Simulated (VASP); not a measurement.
GaAs, 2 atoms in the cell. Symmetry: F-43m, No. 216, cubic system. Conventional cell: a = 5.750 Å, b = 5.750 Å, c = 5.750 Å, α = 90.00°, β = 90.00°, γ = 90.00°. Ga (site symmetry -43m) has 4 As at 2.49 Å as nearest neighbours. As (site symmetry -43m) has 4 Ga at 2.49 Å as nearest neighbours. The cell is a database's computed one.

```yaml
Program: VASP 6.6.1
Task: relaxation of cell and atoms
Functional: PBE
Potentials_or_basis: VASP PAW PBE potentials, release 64 (Ga_d, As)
Cutoff: 600 eV
k_mesh: 8 × 8 × 8
Occupations: gaussian, width 0.02 eV
Spin: no spin polarisation
Further_INCAR_settings: ALGO = Normal; EDIFF = 1e-06; IBRION = 2; EDIFFG = -0.01; NSW = 40; ISIF = 3
```

Potentials or basis: VASP PAW PBE potentials, release 64 (Ga_d, As).

Command:

```bash
$ cat potpaw_PBE.64/Ga_d/POTCAR potpaw_PBE.64/As/POTCAR > POTCAR
$ mpirun -np 1 vasp_std > vasp.out
```

Hardware: 1 thread of Intel(R) Xeon(R) Platinum 8259CL CPU @ 2.50GHz (Skylake/Cascade Lake) (shared host).

Estimate the wall time of this run.

Wall time 15 s on 1 thread of Intel(R) Xeon(R) Platinum 8259CL CPU @ 2.50GHz (Skylake/Cascade Lake) (shared host), peak memory 0.18 GiB. Counts: scf iterations 12, k points 29, ion steps 1.
